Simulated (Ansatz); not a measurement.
Crystal: Pd.

```
CELL_PARAMETERS angstrom
2.75277 0.00000 0.00000
1.37638 2.38397 0.00000
1.37638 0.79466 2.24762
ATOMIC_POSITIONS crystal
Pd 0.00000 0.00000 0.00000
```

Base run:

| Property | Result |
| --- | --- |
| Program | Ansatz 0.2.0 |
| Functional | PBEsol |
| Potentials or basis | all-electron PAW datasets made for the crystal |
| Cutoff | 260 eV |
| Density cutoff | 1040 eV |
| k mesh | 12 × 12 × 12 |
| Occupations | fermi-dirac, width 0.05 eV |
| Spin | collinear spin, random start |
| Starting moments | [0.39] μB |

Its results: band gap on the k mesh none (metal or under the smearing width); pressure -2.9 GPa.

Question: The run is repeated on the same cell with these changes: functional from PBEsol to RPBE-LYP; spin from collinear spin, random start to no spin polarisation. What comes out?

Answer: Band gap on the k mesh none (metal or under the smearing width); pressure 23.1 GPa.

Several settings changed at once, so the effect can't be laid on one alone.

Caveats: so large a pressure means that the cell lies far from this level's equilibrium, or that cutoff or potentials fall short (some runs).

Not every run made on this cell is shown here.
